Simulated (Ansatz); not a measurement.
# InAs (Fm-3m): compression over a wide range

An exercise on one series of results from a longer session: the logs are not shown, and one member is left open.

Computed with Ansatz 0.2.0 (DFT r²SCAN, scalar-relativistic, plane waves, PAW, unless a step's input says otherwise).

### The structure to begin with

The structure is cubic, space group Fm-3m (No. 225). Conventional cell: a = 5.685 Å, b = 5.685 Å, c = 5.685 Å, α = 90.00°, β = 90.00°, γ = 90.00°. In (site symmetry m-3m) has 6 As at 2.84 Å as nearest neighbours. As (site symmetry m-3m) is surrounded by 6 In at 2.84 Å.

Coordinates:

```xyz
2
Lattice="0.0000 2.8425 2.8425 2.8425 0.0000 2.8425 2.8425 2.8425 0.0000" Properties=species:S:1:pos:R:3 pbc="T T T"
In    2.8425    2.8425    2.8425
As    0.0000    0.0000    0.0000
```

An earlier run at r²SCAN left this cell at 22.968 Å³/atom and 0.00 GPa (14×14×14 mesh).

Set-up of the first run:

input.yaml reads:

```yaml
crystal:
  lattice:
    - [0.0, 2.8041234027, 2.8041234027]
    - [2.8041234027, 0.0, 2.8041234027]
    - [2.8041234027, 2.8041234027, 0.0]
  atoms:
    - { symbol: In, position: [0.5, 0.5, 0.5] }
    - { symbol: As, position: [0.0, 0.0, 0.0] }
basis:
  ecutwfc: 500
  ecutrho_ratio: 4
kpoints:
  mp_grid: { grid: [14, 14, 14] }
hamiltonian:
  xc: r2scan
scf:
  occupations: { method: gaussian, width: 0.05 }
output:
  forces: true
  stress: true
  eigenvalues: true
```

Launch:

```bash
$ ansatz run input.yaml --threads 1 --pin off --max-ram 2560MiB --backend cpu --events-out ev --progress --plain --runs-dir out
```

Steps of the session up to this table: Volume × 0.96; Volume × 1.04; Volume × 0.92; Volume × 0.88; Volume × 0.84; Volume × 0.8.

One of the session's tables, all rows but one given; the rest of the session is left out.

It belongs to the step «The curve». 

| volume (Å³/atom) | energy above the lowest (meV/atom) | pressure (GPa) |
| --- | --- | --- |
| 18.374 | 315.7 | 27.3 |
| 19.293 | 184.2 | 19.0 |
| 20.212 | ? | ? |
| 21.130 | 38.8 | 7.3 |
| 22.049 | 9.0 | 3.2 |
| 22.968 | 0.0 | 0.0 |
| 23.887 | 7.7 | -2.6 |

Estimate the missing values for volume (Å³/atom) = 20.212.

Worked estimate for «energy above the lowest (meV/atom)». A straight line through the neighbours (19.293, 184.2) and (21.130, 38.8) gives 184.2 + (38.8 − 184.2) × (20.212 − 19.293) / (21.130 − 19.293) = 111.5; a parabola fitted to 4 rows on both sides gives 94.5.

**Answer.** energy above the lowest (meV/atom): 94.9; pressure (GPa): 12.5. In «energy above the lowest (meV/atom)» the line misses by +16.6 and the parabola by -0.4.

Limits of these values: Other structures may be lower in enthalpy at these pressures.
